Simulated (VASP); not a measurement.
# TiAl (P-6m2) in VASP: notebook

Runs on TiAl. Level: PBEsol. Tasks: single point.

Program: VASP 6.6.1. These are calculated values, not measurements. Logs are shortened: lines on timing, memory, paths and dates and some standing lists are left out, and cuts for length are marked.

## (1) Starting point

The structure is hexagonal, space group P-6m2 (No. 187). The conventional cell has a = 2.847 Å, b = 2.847 Å, c = 4.621 Å, α = 90.00°, β = 90.00°, γ = 120.00°. Ti (site symmetry -6m2) has 6 Al at 2.84 Å and 6 Ti at 2.85 Å as nearest neighbours. Al (site symmetry -6m2) is surrounded by 6 Ti at 2.84 Å and 6 Al at 2.85 Å.

The cell comes from a database or a generator and needn't be the stable form of this composition.

## (2) Single point, PBEsol

Contents of INCAR:

```
SYSTEM = TiAl
PREC = Accurate
ENCUT = 700
EDIFF = 1E-6
ISMEAR = 0
SIGMA = 0.1
LREAL = .FALSE.
LASPH = .TRUE.
NELM = 60
ALGO = Normal
ISIF = 2
LWAVE = .FALSE.
LCHARG = .TRUE.
GGA = PS
LELF = .TRUE.
LVHAR = .TRUE.
```

Contents of KPOINTS:

```
regular mesh
0
G
  18 18 10
  0 0 0
```

Contents of POSCAR:

```
TiAl
1.0
    2.8469800000      0.0000000000      0.0000000000
   -1.4234900000      2.4655600000      0.0000000000
    0.0000000000      0.0000000000      4.6212100000
Ti Al
1 1
Direct
    0.0000000000      1.0000000000      0.0000000000
    0.3333300000      0.6666700000      0.5000000000
```

Potentials or basis: VASP PAW PBE potentials, release 64 (Ti_sv, Al).

Run with:

```sh
$ cat potpaw_PBE.64/Ti_sv/POTCAR potpaw_PBE.64/Al/POTCAR > POTCAR
$ mpirun -np 1 vasp_std > vasp.out
```

OUTCAR:

```text
SYSTEM = TiAl
   PREC = Accurate
   ENCUT = 700
   EDIFF = 1E-6
   ISMEAR = 0
   LREAL = .FALSE.
   LASPH = .TRUE.
   NELM = 60
   ISIF = 2
   GGA = PS

 ion  position               nearest neighbor table
   1  0.000  0.000  0.000-   2 2.84   2 2.84   2 2.84   2 2.84   2 2.84   2 2.84
   2  0.333  0.667  0.500-   1 2.84   1 2.84   1 2.84   1 2.84   1 2.84   1 2.84

  LATTYP: Found a hexagonal cell.
 ALAT       =     2.8469800000
 C/A-ratio  =     1.6231972125

  Lattice vectors:

 A1 = (   2.8469800000,   0.0000000000,   0.0000000000)
 A2 = (  -1.4234900000,   2.4655600000,   0.0000000000)
 A3 = (   0.0000000000,   0.0000000000,   4.6212100000)

Analysis of symmetry for initial positions (statically):
=====================================================================
 Subroutine PRICEL returns:
 Original cell was already a primitive cell.

 Routine SETGRP: Setting up the symmetry group for a
 hexagonal supercell.

 Subroutine GETGRP returns: Found  4 space group operations
 (whereof  4 operations were pure point group operations)
 out of a pool of 24 trial point group operations.

The static configuration has the point symmetry C_2v.

Analysis of symmetry for dynamics (positions and initial velocities):
=====================================================================
 Subroutine PRICEL returns:
 Original cell was already a primitive cell.

 Routine SETGRP: Setting up the symmetry group for a
 hexagonal supercell.

 Subroutine GETGRP returns: Found  4 space group operations
 (whereof  4 operations were pure point group operations)
 out of a pool of 24 trial point group operations.

The dynamic configuration has the point symmetry C_2v.

 Subroutine INISYM returns: Found  4 space group operations
 (whereof  4 operations are pure point group operations),
 and found     1 'primitive' translations

----------------------------------------------------------------------------------------

                                     Primitive cell

  volume of cell :      32.4381

  direct lattice vectors                    reciprocal lattice vectors
     2.846980000  0.000000000  0.000000000     0.351249394  0.202793686  0.000000000
    -1.423490000  2.465560000  0.000000000     0.000000000  0.405587372  0.000000000
     0.000000000  0.000000000  4.621210000     0.000000000  0.000000000  0.216393542

  length of vectors
     2.846980000  2.846982595  4.621210000     0.405587741  0.405587372  0.216393542

  position of ions in fractional coordinates (direct lattice)
     0.000000000  0.000000000  0.000000000
     0.333330000  0.666670000  0.500000000

  ion indices of the primitive-cell ions
   primitive index   ion index
                 1           1
                 2           2

----------------------------------------------------------------------------------------

 KPOINTS: regular mesh

Automatic generation of k-mesh.
 Grid dimensions read from file:
 generate k-points for:   18   18   10

 Generating k-lattice:

  Cartesian coordinates                     Fractional coordinates (reciprocal lattice)
     0.019513855  0.011266316  0.000000000     0.055555556  0.000000000  0.000000000
     0.000000000  0.022532632  0.000000000     0.000000000  0.055555556  0.000000000
     0.000000000  0.000000000  0.021639354     0.000000000  0.000000000  0.100000000

  Length of vectors
     0.022532652  0.022532632  0.021639354

  Shift w.r.t. Gamma in fractional coordinates (k-lattice)
     0.000000000  0.000000000  0.000000000

 Subroutine IBZKPT returns following result:
 ===========================================

 Found    546 irreducible k-points:

 Following reciprocal coordinates:
            Coordinates               Weight
  0.000000  0.000000  0.000000      1.000000
  0.055556  0.000000  0.000000      4.000000
 -0.055556  0.055556  0.000000      2.000000
  0.111111  0.000000  0.000000      4.000000
 -0.111111  0.111111  0.000000      2.000000
  0.166667 -0.000000  0.000000      4.000000
[... 16 lines left out ...]
 -0.055556  0.166667  0.000000      4.000000
 -0.166667  0.111111  0.000000      4.000000
 [... further k-points ...]
   k-points           NKPTS =    546   k-points in BZ     NKDIM =    546   number of bands    NBANDS=     11
   number of dos      NEDOS =    301   number of ions     NIONS =      2
   total plane-waves  NPLWV =  31360
   dimension x,y,z NGX =    28 NGY =   28 NGZ =   40
   dimension x,y,z NGXF=    56 NGYF=   56 NGZF=   80
   ions per type =               1   1
   NGX,Y,Z   is equivalent  to a cutoff of  16.35, 16.35, 14.39 a.u.
   NGXF,Y,Z  is equivalent  to a cutoff of  32.70, 32.70, 28.78 a.u.
 SYSTEM =  TiAl
   PREC   = accura    normal or accurate (medium, high low for compatibility)
   ISTART =      0    job   : 0-new  1-cont  2-samecut
   ICHARG =      2    charge: 1-file 2-atom 10-const
   ISPIN  =      1    spin polarized calculation?
   LNONCOLLINEAR =      F non collinear calculations
   LSORBIT =      F    spin-orbit coupling
   LASPH  =      T    aspherical Exc in radial PAW
   ENCUT  =  700.0 eV  51.45 Ry    7.17 a.u.   6.14  6.14  9.97*2*pi/ulx,y,z
   NELM   =     60;   NELMIN=  2; NELMDL= -5     # of ELM steps
   EDIFF  = 0.1E-05   stopping-criterion for ELM
   LREAL  =      F    real-space projection
   EDIFFG = 0.1E-04   stopping-criterion for IOM
   NSW    =      0    number of steps for IOM
   IBRION =     -1    ionic relax: 0-MD 1-quasi-New 2-CG
   NFREE  =      0    steps in history (QN), initial steepest desc. (CG)
   ISIF   =      2    stress and relaxation
   ISYM   =      2    0-nonsym 1-usesym 2-fastsym
   POTIM  = 0.5000    time-step for ionic-motion
   TEBEG  =    0.0;   TEEND  =   0.0 temperature during run
   PSTRESS=    0.0 pullay stress
   NELECT =      15.0000    total number of electrons
   NUPDOWN=      -1.0000    fix difference up-down
   EMIN   =  10.00;   EMAX   =-10.00  energy-range for DOS
   EFERMI =   0.00;   METHOD = LEGACY
   ISMEAR =     0;   SIGMA  =   0.10  broadening in eV -4-tet -1-fermi 0-gaus
   EFERMI_NEDOS =   21; number of points for ismear=-14 and -15
   IALGO  =     38    algorithm
   IMIX   =      4    mixing-type and parameters
     AMIX     =   0.40;   BMIX     =  1.00
     AMIX_MAG =   1.60;   BMIX_MAG =  1.00
  volume/ion in A,a.u.               =      16.22       109.45
  Fermi-wavevector in a.u.,A,eV,Ry     =   1.265960  2.392318 21.805445  1.602655
  Thomas-Fermi vector in A             =   2.399186
   LORBIT       =      0    0 simple, 1 ext, 2 COOP (PROOUT), +10 PAW based schemes
   GGA     = PS    functional components
   LHFCALC =     F    Hartree Fock is set to
   AEXX    =    0.0000 exact exchange contribution
   IVDW    =     0    specifies the selected vdW correction
   LEPSILON=     F    determine dielectric tensor
   LRPA    =     F    only Hartree local field effects (RPA)
 non-spin polarized calculation
 Gauss-broadening in eV      SIGMA  =   0.10
  energy-cutoff  :      700.00
  volume of cell :       32.44
 maximum number of plane-waves:      1387
 NGX is ok and might be reduce to    28
   NGX = 13   NGY = 13   NGZ = 19

 number of electron      14.9999998 magnetization

 Free energy of the ion-electron system (eV)
  ---------------------------------------------------
  ext. energy  EPLUGINS =         0.00000000
  ---------------------------------------------------
  free energy    TOTEN  =       -12.94015833 eV

  energy without entropy =      -12.92750866  energy(sigma->0) =      -12.93383350

 E-fermi :   8.0344     XC(G=0): -11.1460

 val. band max:        8.0305100234   @ k =   0.2222   0.0000   0.4000
 cond. band min:       8.0343638560   @ k =   0.3333   0.3333   0.3000
 fundamental gap:      0.0038538326
 Fermi energy:         8.0343534750

 k-point     1 :       0.0000    0.0000    0.0000
  band No.  band energies     occupation
      1     -48.1958      2.00000
      2     -24.6247      2.00000
      3     -24.1748      2.00000
      4     -24.1748      2.00000
      5      -0.9961      2.00000
      6       5.7262      2.00000
      7       6.2458      2.00000
      8       9.3456      0.00000
      9       9.3456      0.00000
     10      10.8719      0.00000
     11      10.8719      0.00000

 k-point     2 :       0.0556    0.0000    0.0000
  band No.  band energies     occupation
      1     -48.1926      2.00000
      2     -24.6216      2.00000
      3     -24.1943      2.00000
      4     -24.1792      2.00000
      5      -0.9180      2.00000
      6       5.8120      2.00000
      7       6.2528      2.00000
      8       9.2679      0.00000
      9       9.4104      0.00000
     10      10.8495      0.00000
     11      10.8905      0.00000

 k-point     3 :      -0.0556    0.0556    0.0000
  band No.  band energies     occupation
      1     -48.1926      2.00000
      2     -24.6216      2.00000
      3     -24.1943      2.00000
      4     -24.1792      2.00000
      5      -0.9180      2.00000
      6       5.8120      2.00000
      7       6.2528      2.00000
      8       9.2679      0.00000
      9       9.4104      0.00000
     10      10.8495      0.00000
     11      10.8905      0.00000
[... 267 lines left out ...]
 k-point    23 :      -0.0556    0.1667    0.0000
  band No.  band energies     occupation
      1     -48.1750      2.00000
      2     -24.6043      2.00000
      3     -24.3005      2.00000
      4     -24.2053      2.00000
      5      -0.4541      2.00000
      6       6.2893      2.00000
      7       6.2913      2.00000
      8       8.8612      0.00000
      9       9.7931      0.00000
     10      10.7075      0.00000
     11      11.0276      0.00000

 k-point    24 :      -0.1667    0.1111    0.0000
  band No.  band energies     occupation
      1     -48.1750      2.00000
      2     -24.6043      2.00000
      3     -24.3006      2.00000
      4     -24.2053      2.00000
      5      -0.4541      2.00000
      6       6.2893      2.00000
      7       6.2913      2.00000
      8       8.8612      0.00000
      9       9.7931      0.00000
     10      10.7076      0.00000
     11      11.0276      0.00000

 [... further k-points ...]

------------------------ aborting loop because EDIFF is reached ----------------------------------------

  FORCE on cell =-STRESS in cart. coord.  units (eV):
  Direction    XX          YY          ZZ          XY          YZ          ZX
  --------------------------------------------------------------------------------------
  -------------------------------------------------------------------------------------
  Total        0.0049556      0.0049049      0.0067536     -0.0000439      0.0000000      0.0000000
  in kB        0.2447671      0.2422635      0.3335732     -0.0021687      0.0000000      0.0000000
  external PRESSURE =       0.2735346 kB  Pullay stress =       0.0000000 kB

 VOLUME and BASIS-vectors are now :
 -----------------------------------------------------------------------------
  energy-cutoff  :      700.00
  volume of cell :       32.44
      direct lattice vectors                 reciprocal lattice vectors
     2.846980000  0.000000000  0.000000000     0.351249394  0.202793686  0.000000000
    -1.423490000  2.465560000  0.000000000     0.000000000  0.405587372  0.000000000
     0.000000000  0.000000000  4.621210000     0.000000000  0.000000000  0.216393542

 POSITION                                       TOTAL-FORCE (eV/Angst)
 -----------------------------------------------------------------------------------
      0.00000      0.00000      0.00000        -0.000032      0.000019      0.000000
     -0.00001      1.64371      2.31060         0.000032     -0.000019      0.000000
 -----------------------------------------------------------------------------------
    total drift:                                0.000001      0.000003     -0.000000

  FREE ENERGIE OF THE ION-ELECTRON SYSTEM (eV)
  ---------------------------------------------------
  free  energy   TOTEN  =       -12.9401583290 eV

  energy  without entropy=      -12.9275086628  energy(sigma->0) =      -12.93383350
```

Run time: 1.9 min. Hardware: 1 thread of Intel Xeon 6975P-C (Granite Rapids), shared host; peak memory 0.47 GiB.

What came out:

- Free energy: -12.9402 eV
- Pressure: 0.0 GPa
- Band gap on the k mesh: none (metal or under the smearing width)

Levels at points of the mesh, in eV from the Fermi level:
| k point | band 5 | band 6 | band 7 | band 8 | band 9 | band 10 | band 11 |
| --- | --- | --- | --- | --- | --- | --- | --- |
| (0.00, 0.00, 0.00) | -9.03 | -2.31 | -1.79 | 1.31 | 1.31 | 2.84 | 2.84 |
| (0.50, 0.00, 0.00) | -3.76 | -2.82 | -1.58 | -1.02 | 2.14 | 4.21 | 4.24 |
| (0.50, 0.50, 0.00) | -3.76 | -2.82 | -1.58 | -1.02 | 2.14 | 4.08 | 4.21 |
| (0.00, 0.00, 0.50) | -8.09 | -5.32 | -0.42 | 1.32 | 1.32 | 2.76 | 2.76 |
| (0.50, 0.00, 0.50) | -3.72 | -2.41 | -1.87 | 0.58 | 0.98 | 1.93 | 3.07 |
| (0.50, 0.50, 0.50) | -3.72 | -2.41 | -1.87 | 0.58 | 0.98 | 1.93 | 3.07 |

Caveat: the PAW data sets were made with another functional, which shifts forces and pressure a little.

[end of part 1 of 2]
